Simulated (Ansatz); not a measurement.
# Ni3Ge: further runs on the relaxed cell

One table from this session's results is given with a row withheld; the runs are named, their logs left out.

Computed with Ansatz 0.2.0 (DFT PBEsol, scalar-relativistic, plane waves, PAW, unless a step's input says otherwise).

1 further run of the same task is left out (set aside as unsound or not needed).

### The starting structure

It takes space group Pm-3m (No. 221, cubic). Conventional cell: a = 3.525 Å, b = 3.525 Å, c = 3.525 Å, α = 90.00°, β = 90.00°, γ = 90.00°. Around Ni (site symmetry 4/mmm) lie 8 Ni at 2.49 Å and 4 Ge at 2.49 Å. Ge (site symmetry m-3m) is surrounded by 12 Ni at 2.49 Å.

As a file:

```
Ni Ge
1.0
     3.52491    0.00000    0.00000
     0.00000    3.52491    0.00000
     0.00000    0.00000    3.52491
Ni Ge
3 1
Cartesian
  1.7625 0.0000 1.7625
  0.0000 1.7625 1.7625
  1.7625 1.7625 0.0000
  0.0000 0.0000 0.0000
```

It goes back to an entry of the Materials Project, which need not be the stable form.

It is the result of an earlier relaxation at this level (volume 10.95 Å³/atom; gap on the mesh: none (metal)).

The first run:

Contents of input.yaml:

```yaml
crystal:
  lattice:
    - [3.5249142929, 0.0, 0.0]
    - [0.0, 3.5249142929, 0.0]
    - [0.0, 0.0, 3.5249142929]
  atoms:
    - { symbol: Ni, position: [0.5, 0.0, 0.5] }
    - { symbol: Ni, position: [0.0, 0.5, 0.5] }
    - { symbol: Ni, position: [0.5, 0.5, 0.0] }
    - { symbol: Ge, position: [0.0, 0.0, 0.0] }
basis:
  ecutwfc: 420
kpoints:
  mp_grid: { grid: [12, 12, 12] }
  band_path:
    path:
      - [[0.0, 0.0, 0.0], [0.0, 0.5, 0.0], [0.5, 0.5, 0.0], [0.0, 0.0, 0.0], [0.5, 0.5, 0.5], [0.0, 0.5, 0.0]]
      - [[0.5, 0.5, 0.5], [0.5, 0.5, 0.0]]
    npoints: 14
hamiltonian:
  xc: pbesol
scf:
  occupations: { method: gaussian, width: 0.1 }
  n_extra_bands: 10
output:
  forces: true
  stress: true
  eigenvalues: true
  populations: true
  dos: { projected: true, de: 0.02, nscf_kmesh: { grid: [18, 18, 18] } }
  bader: true
  write_density: true
  write_potential: true
  elf: true
  volumetric_format: npy
```

Launch:

```sh
> ansatz run input.yaml --threads 1 --pin off --max-ram 2560MiB --backend cpu --events-out ev --progress --plain --runs-dir out
```

Steps of the session up to this table: Bands, states and charges; The cell scaled to 0.97 of its volume; The cell scaled to 1.03 of its volume; Volume × 0.94; Volume × 1.06.

One of the session's tables, all rows but one given; the rest of the session is left out.

It belongs to the step «Equation of state». 

| volume (Å³/atom) | energy above the lowest point (meV/atom) | pressure (GPa) |
| --- | --- | --- |
| 10.292 | 30.3 | 15.72 |
| 10.621 | 7.1 | 7.18 |
| 10.949 | 0.0 | 0.01 |
| 11.278 | ? | ? |
| 11.606 | 24.0 | -11.06 |

Estimate the missing values for volume (Å³/atom) = 11.278.

Worked estimate for «energy above the lowest point (meV/atom)». A straight line through the neighbours (10.949, 0.0) and (11.606, 24.0) gives 0.0 + (24.0 − 0.0) × (11.278 − 10.949) / (11.606 − 10.949) = 12.0; a parabola fitted to 3 rows on both sides gives 5.6.

As computed: energy above the lowest point (meV/atom): 6.4; pressure (GPa): -6.01. In «energy above the lowest point (meV/atom)» the line misses by +5.6 and the parabola by -0.8.

To keep in mind: Spin polarisation is off in the runs that give these values; a magnetic solution could lie lower.
